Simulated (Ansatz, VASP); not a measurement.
**NiO in VASP and in Ansatz**

INCAR

```
ALGO = Normal
EDIFF = 1E-6
ENCUT = 520
GGA = PS
ISIF = 2
ISMEAR = -1
ISPIN = 2
LASPH = True
LCHARG = False
LMAXMIX = 4
LORBIT = 11
LREAL = False
LWAVE = False
MAGMOM = 1 0
NBANDS = 19
NELM = 150
PREC = Accurate
SIGMA = 0.05
```

KPOINTS

```
k-points
0
Gamma
  11 11 11
```

POSCAR

```
NiO
1.0
    0.0000000000      2.0859016414      2.0859016414
    2.0859016414      0.0000000000      2.0859016414
    2.0859016414      2.0859016414      0.0000000000
Ni O
1 1
Direct
    0.0000000000      0.0000000000      0.0000000000
    0.5000000000      0.5000000000      0.5000000000
```

The input KPOINTS_OPT:

```
path GXWKGLUWLK,UX
15
line-mode
reciprocal
 0.0000000000  0.0000000000  0.0000000000  G
 0.5000000000  0.0000000000  0.5000000000  X

 0.5000000000  0.0000000000  0.5000000000  X
 0.5000000000  0.2500000000  0.7500000000  W

 0.5000000000  0.2500000000  0.7500000000  W
 0.3750000000  0.3750000000  0.7500000000  K

 0.3750000000  0.3750000000  0.7500000000  K
 0.0000000000  0.0000000000  0.0000000000  G

 0.0000000000  0.0000000000  0.0000000000  G
 0.5000000000  0.5000000000  0.5000000000  L

 0.5000000000  0.5000000000  0.5000000000  L
 0.6250000000  0.2500000000  0.6250000000  U

 0.6250000000  0.2500000000  0.6250000000  U
 0.5000000000  0.2500000000  0.7500000000  W

 0.5000000000  0.2500000000  0.7500000000  W
 0.5000000000  0.5000000000  0.5000000000  L

 0.5000000000  0.5000000000  0.5000000000  L
 0.3750000000  0.3750000000  0.7500000000  K

 0.6250000000  0.2500000000  0.6250000000  U
 0.5000000000  0.0000000000  0.5000000000  X
```

input.yaml

```yaml
crystal:
  lattice:
    - [0.0, 2.0859016414, 2.0859016414]
    - [2.0859016414, 0.0, 2.0859016414]
    - [2.0859016414, 2.0859016414, 0.0]
  atoms:
    - { symbol: Ni, position: [0.0, 0.0, 0.0], spin: 1.0 }
    - { symbol: O, position: [0.5, 0.5, 0.5] }
hamiltonian:
  xc: pbesol
  pseudopotentials: { kind: paw }
magnetization:
  spin_polarized: true
kpoints:
  mp_grid: { grid: [11, 11, 11] }
  band_path:
    path:
      - [[0.0, 0.0, 0.0], [0.5, 0.0, 0.5], [0.5, 0.25, 0.75], [0.375, 0.375, 0.75], [0.0, 0.0, 0.0], [0.5, 0.5, 0.5], [0.625, 0.25, 0.625], [0.5, 0.25, 0.75], [0.5, 0.5, 0.5], [0.375, 0.375, 0.75]]
      - [[0.625, 0.25, 0.625], [0.5, 0.0, 0.5]]
    npoints: 14
scf:
  occupations: { method: fermi_dirac, width: 0.05 }
  n_extra_bands: 6
output:
  forces: true
  stress: true
  eigenvalues: true
  fatbands: false
  write_density: true
  write_potential: true
  elf: true
  volumetric_format: npy
```

Alike in both runs: task band structure; functional PBEsol; k mesh 11 × 11 × 11; occupations fermi-dirac, width 0.05 eV; collinear spin, ferromagnetic start.

|  | VASP | Ansatz |
| --- | --- | --- |
| version | VASP 6.6.1 | Ansatz 0.2.0 |
| potentials or method | VASP PAW PBE potentials, release 64 (Ni, O) | Ansatz PAW |
| plane-wave cutoff (eV) | 520 | 420 |
| valence electrons in the cell | 16 | 24 |

|  | VASP | Ansatz | Ansatz less VASP |
| --- | --- | --- | --- |
| gap on the k mesh at the Fermi level (eV) | none | none | - |
| pressure (GPa) | -7.6 | -7.4 | +0.24 |
| net moment per atom (μB) | 0.67 | 0.70 | +0.030 |
| size of the moment on the site where the two differ most (μB) | 1.12 | 1.15 | +0.025 |

Site moments also hang on the region over which each program counts them. A gap of «none» marks a metal or a gap that the smearing closes. The functional is the same, so the differences come from potentials, cutoffs and numerics. The two sets of potentials don't hold the same shells in valence.

Caveats: a cell with one magnetic atom can't hold antiferromagnetic order, which such compounds often take; semilocal functionals often make such compounds metallic where correlation or magnetic order opens a gap, which also shifts bond lengths; the PAW data sets were made with another functional, which shifts forces and pressure a little (VASP); the pressure holds a Pulay correction of +0.7 GPa for the finite cutoff (Ansatz); the PAW data sets come from PBE, with cores solved anew for the run's functional, which leaves a small shift of forces and pressure (Ansatz).
